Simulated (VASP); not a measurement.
# Mo (Im-3m) in VASP: further runs

The runs below take Mo through single point, with PBE.

All numbers are computed with VASP 6.6.1; they aren't measurements. Logs are shortened: lines on timing, memory, paths and dates and some standing lists are left out, and cuts for length are marked.

## 1. The structure

It takes space group Im-3m (No. 229, cubic). Conventional cell: a = 3.168 Å, b = 3.168 Å, c = 3.168 Å, α = 90.00°, β = 90.00°, γ = 90.00°. Mo (site symmetry m-3m) has 8 Mo at 2.74 Å as nearest neighbours.

## 2. Single point, PBE

Contents of INCAR:

```
ADDGRID = F
ALGO = Normal
EDIFF = 1E-7
ENCUT = 700
GGA = PE
ISIF = 2
ISMEAR = 1
LASPH = T
LCHARG = F
LREAL = F
LWAVE = F
NBANDS = 13
NELM = 100
PREC = Accurate
SIGMA = 0.2
```

Contents of KPOINTS:

```
k-points
0
Gamma
  5 5 5
```

Contents of POSCAR:

```
Mo
1.0
   -1.6018940000      1.6123050000      1.5868230000
    1.5840600000     -1.5829550000      1.5396390000
    1.5998790000      1.5809390000     -1.5574730000
Mo
1
Direct
   -0.0100820000     -0.0008690000      0.0196120000
```

Potentials or basis: VASP PAW PBE potentials, release 64 (Mo_sv).

Started as:

```
cat potpaw_PBE.64/Mo_sv/POTCAR > POTCAR
mpirun -np 1 vasp_std > vasp.out
```

OUTCAR:

```text
EDIFF = 1E-7
   ENCUT = 700
   GGA = PE
   ISIF = 2
   ISMEAR = 1
   LASPH = T
   LREAL = F
   NELM = 100
   PREC = Accurate

 Found     63 irreducible k-points:

 Following reciprocal coordinates:
            Coordinates               Weight
  0.000000  0.000000  0.000000      1.000000
  0.200000  0.000000  0.000000      2.000000
  0.400000 -0.000000  0.000000      2.000000
  0.000000  0.200000  0.000000      2.000000
  0.200000  0.200000  0.000000      2.000000
  0.400000  0.200000  0.000000      2.000000
   k-points           NKPTS =     63   k-points in BZ     NKDIM =     63   number of bands    NBANDS=     13
   number of dos      NEDOS =    301   number of ions     NIONS =      1
   total plane-waves  NPLWV =  13824
   dimension x,y,z NGX =    24 NGY =   24 NGZ =   24
   dimension x,y,z NGXF=    48 NGYF=   48 NGZF=   48
   ions per type =               1
   NGX,Y,Z   is equivalent  to a cutoff of  14.39, 14.68, 14.58 a.u.
   NGXF,Y,Z  is equivalent  to a cutoff of  28.79, 29.36, 29.17 a.u.
 SYSTEM =  unknown system
   PREC   = accura    normal or accurate (medium, high low for compatibility)
   ISTART =      0    job   : 0-new  1-cont  2-samecut
   ICHARG =      2    charge: 1-file 2-atom 10-const
   ISPIN  =      1    spin polarized calculation?
   LNONCOLLINEAR =      F non collinear calculations
   LSORBIT =      F    spin-orbit coupling
   LASPH  =      T    aspherical Exc in radial PAW
   ENCUT  =  700.0 eV  51.45 Ry    7.17 a.u.   5.98  5.86  5.90*2*pi/ulx,y,z
   NELM   =    100;   NELMIN=  2; NELMDL= -5     # of ELM steps
   EDIFF  = 0.1E-06   stopping-criterion for ELM
   LREAL  =      F    real-space projection
   EDIFFG = 0.1E-05   stopping-criterion for IOM
   NSW    =      0    number of steps for IOM
   IBRION =     -1    ionic relax: 0-MD 1-quasi-New 2-CG
   NFREE  =      0    steps in history (QN), initial steepest desc. (CG)
   ISIF   =      2    stress and relaxation
   ISYM   =      2    0-nonsym 1-usesym 2-fastsym
   POTIM  = 0.5000    time-step for ionic-motion
   TEBEG  =    0.0;   TEEND  =   0.0 temperature during run
   PSTRESS=    0.0 pullay stress
   NELECT =      14.0000    total number of electrons
   NUPDOWN=      -1.0000    fix difference up-down
   EMIN   =  10.00;   EMAX   =-10.00  energy-range for DOS
   EFERMI =   0.00;   METHOD = LEGACY
   ISMEAR =     1;   SIGMA  =   0.20  broadening in eV -4-tet -1-fermi 0-gaus
   EFERMI_NEDOS =   21; number of points for ismear=-14 and -15
   IALGO  =     38    algorithm
   IMIX   =      4    mixing-type and parameters
     AMIX     =   0.40;   BMIX     =  1.00
     AMIX_MAG =   1.60;   BMIX_MAG =  1.00
  volume/ion in A,a.u.               =      15.89       107.24
  Fermi-wavevector in a.u.,A,eV,Ry     =   1.569380  2.965697 33.510502  2.462952
  Thomas-Fermi vector in A             =   2.671271
   LORBIT       =      0    0 simple, 1 ext, 2 COOP (PROOUT), +10 PAW based schemes
   GGA     = PE    functional components
   LHFCALC =     F    Hartree Fock is set to
   AEXX    =    0.0000 exact exchange contribution
   IVDW    =     0    specifies the selected vdW correction
   LEPSILON=     F    determine dielectric tensor
   LRPA    =     F    only Hartree local field effects (RPA)
 non-spin polarized calculation
 Methfessel and Paxton  Order N= 1 SIGMA  =   0.20
  energy-cutoff  :      700.00
  volume of cell :       15.89
 maximum number of plane-waves:       679
   NGX = 11   NGY = 11   NGZ = 11

 number of electron      14.0000000 magnetization

 Free energy of the ion-electron system (eV)
  ---------------------------------------------------
  ext. energy  EPLUGINS =         0.00000000
  ---------------------------------------------------
  free energy    TOTEN  =       -10.95879508 eV

  energy without entropy =      -10.94999401  energy(sigma->0) =      -10.95586139

 E-fermi :  12.5137     XC(G=0): -13.2835

 val. band max:       12.5073150253   @ k =  -0.0000  -0.2000   0.2000
 cond. band min:      12.5226648545   @ k =  -0.4000   0.4000   0.2000
 fundamental gap:      0.0153498291
 Fermi energy:        12.5137132015

 k-point     1 :       0.0000    0.0000    0.0000
  band No.  band energies     occupation
      1     -48.8634      2.00000
      2     -22.2189      2.00000
      3     -22.1672      2.00000
      4     -22.1304      2.00000
      5       5.1511      2.00000
      6      10.8255      2.00000
      7      11.0947      2.00000
      8      11.2148      2.00000
      9      13.8579     -0.00000
     10      14.1687     -0.00000
     11      26.9165      0.00000
     12      27.0237      0.00000
     13      27.4765      0.00000

 k-point     2 :       0.2000    0.0000    0.0000
  band No.  band energies     occupation
      1     -48.7829      2.00000
      2     -22.6765      2.00000
      3     -22.3112      2.00000
      4     -22.1430      2.00000
      5       6.6070      2.00000
      6      10.1127      2.00000
      7      10.7296      2.00000
      8      12.6694      0.03146
      9      13.6142     -0.00000
     10      14.1124     -0.00000
     11      27.6553      0.00000
     12      28.6113      0.00000
     13      29.7289      0.00000

 k-point     3 :       0.4000   -0.0000    0.0000
  band No.  band energies     occupation
      1     -48.6502      2.00000
      2     -23.3845      2.00000
      3     -22.5321      2.00000
      4     -22.1575      2.00000
      5       7.2659      2.00000
      6       9.1003      2.00000
      7      12.6765      0.01307
      8      14.1697     -0.00000
      9      14.6817     -0.00000
     10      16.0760     -0.00000
     11      24.7561      0.00000
     12      25.0198      0.00000
     13      30.8142      0.00000

 k-point     4 :       0.0000    0.2000    0.0000
  band No.  band energies     occupation
      1     -48.7748      2.00000
      2     -22.6441      2.00000
      3     -22.3345      2.00000
      4     -22.1958      2.00000
      5       6.6476      2.00000
      6      10.2326      2.00000
      7      10.8943      2.00000
      8      12.5253      0.90237
      9      13.4316     -0.00000
     10      14.0161     -0.00000
     11      27.5732      0.00000
     12      28.9991      0.00000
     13      29.7825      0.00000

 k-point     5 :       0.2000    0.2000    0.0000
  band No.  band energies     occupation
      1     -48.6662      2.00000
      2     -23.1479      2.00000
      3     -22.5351      2.00000
      4     -22.2789      2.00000
      5       8.1642      2.00000
      6       9.6327      2.00000
      7      10.2526      2.00000
      8      13.3438     -0.00000
      9      14.8416     -0.00000
     10      15.9729     -0.00000
     11      26.2111      0.00000
     12      27.3784      0.00000
     13      30.4807      0.00000

 k-point     6 :       0.4000    0.2000    0.0000
  band No.  band energies     occupation
      1     -48.6032      2.00000
      2     -23.3413      2.00000
      3     -22.7691      2.00000
      4     -22.3015      2.00000
      5       8.1003      2.00000
      6       9.3640      2.00000
      7      11.3282      2.00000
      8      13.9565     -0.00000
      9      15.1264     -0.00000
     10      19.6126      0.00000
     11      22.7435      0.00000
     12      25.1136      0.00000
     13      28.4244      0.00000

 [... further k-points ...]

------------------------ aborting loop because EDIFF is reached ----------------------------------------

  FORCE on cell =-STRESS in cart. coord.  units (eV):
  Direction    XX          YY          ZZ          XY          YZ          ZX
  --------------------------------------------------------------------------------------
  -------------------------------------------------------------------------------------
  Total       -0.4178632     -0.4616323     -0.1244188     -0.0124528     -0.1850021      0.1124928
  in kB      -42.1285150    -46.5412696    -12.5437698     -1.2554821    -18.6517099     11.3413992
  external PRESSURE =     -33.7378515 kB  Pullay stress =       0.0000000 kB

 VOLUME and BASIS-vectors are now :
 -----------------------------------------------------------------------------
  energy-cutoff  :      700.00
  volume of cell :       15.89
      direct lattice vectors                 reciprocal lattice vectors
    -1.601894000  1.612305000  1.586823000     0.001971750  0.310249238  0.316949110
     1.584060000 -1.582955000  1.539639000     0.315876418 -0.002757309  0.321678072
     1.599879000  1.580939000 -1.557473000     0.314268351  0.313370033 -0.001149142

 POSITION                                       TOTAL-FORCE (eV/Angst)
 -----------------------------------------------------------------------------------
      0.02832      0.04548      3.07858         0.000000      0.000000      0.000000
 -----------------------------------------------------------------------------------
    total drift:                                0.000001     -0.000003     -0.000001

  FREE ENERGIE OF THE ION-ELECTRON SYSTEM (eV)
  ---------------------------------------------------
  free  energy   TOTEN  =       -10.9587950754 eV

  energy  without entropy=      -10.9499940136  energy(sigma->0) =      -10.95586139
```

Wall time 8.1 s (1 thread of Intel Xeon 6975P-C (Granite Rapids), shared host); peak memory 0.15 GiB.

These settings aren't checked as converged: the numbers below hold their error.

Results:

| Item | Value |
| --- | --- |
| Free energy | -10.9588 eV |
| Pressure | -3.4 GPa |
| Band gap on the k mesh | none (metal or under the smearing width) |

Caveat: the k mesh is coarse (spacing up to 0.57 Å⁻¹), so the values aren't converged.

## 3. Single point, PBE

INCAR: that of step 2 with these lines changed.

```diff
@@ -3,3 +3,3 @@
 EDIFF = 1E-7
-ENCUT = 700
+ENCUT = 400
 GGA = PE
```

Contents of KPOINTS:

```
k-points
0
Gamma
  7 7 7
```

Contents of POSCAR:

```
Mo
1.0
   -1.5838089719      1.5838089719      1.5838089719
    1.5838089719     -1.5838089719      1.5838089719
    1.5838089719      1.5838089719     -1.5838089719
Mo
1
Direct
    0.0000000000      0.0000000000      0.0000000000
```

Potentials or basis: VASP PAW PBE potentials, release 64 (Mo_sv).

Started as:

```
cat potpaw_PBE.64/Mo_sv/POTCAR > POTCAR
mpirun -np 1 vasp_std > vasp.out
```

Run time: 2.5 s. Hardware: 1 thread of Intel Xeon 6975P-C (Granite Rapids), shared host; peak memory 0.11 GiB.

The run converged, but some of its settings lie outside the range that counts as converged, so its numbers aren't taken as properties of the crystal.

What came out:

| Item | Value |
| --- | --- |
| Free energy | -10.8979 eV |
| Pressure | -1.4 GPa |
| Band gap on the k mesh | none (metal or under the smearing width) |

Caveat: the k mesh is coarse (spacing up to 0.40 Å⁻¹), so the values aren't converged.

## 4. Single point, PBE

INCAR is that of step 3.

KPOINTS is that of step 3.

Contents of POSCAR:

```
Mo
1.0
   -1.6018940000      1.6123050000      1.5868230000
    1.5840600000     -1.5829550000      1.5396390000
    1.5998790000      1.5809390000     -1.5574730000
Mo
1
Direct
   -0.0100820000     -0.0008690000      0.0196120000
```

Started as:

```
cat potpaw_PBE.64/Mo_sv/POTCAR > POTCAR
mpirun -np 1 vasp_std > vasp.out
```

Run time: 9.5 s. Hardware: 1 thread of Intel Xeon 6975P-C (Granite Rapids), shared host; peak memory 0.13 GiB.

The run converged, but some of its settings lie outside the range that counts as converged, so its numbers aren't taken as properties of the crystal.

What came out:

```yaml
Free_energy: -10.8949 eV
Pressure: -1.4 GPa
Band_gap_on_the_k_mesh: none (metal or under the smearing width)
```

Caveat: the k mesh is coarse (spacing up to 0.40 Å⁻¹), so the values aren't converged.

(Part 1 of 2 ends here.)
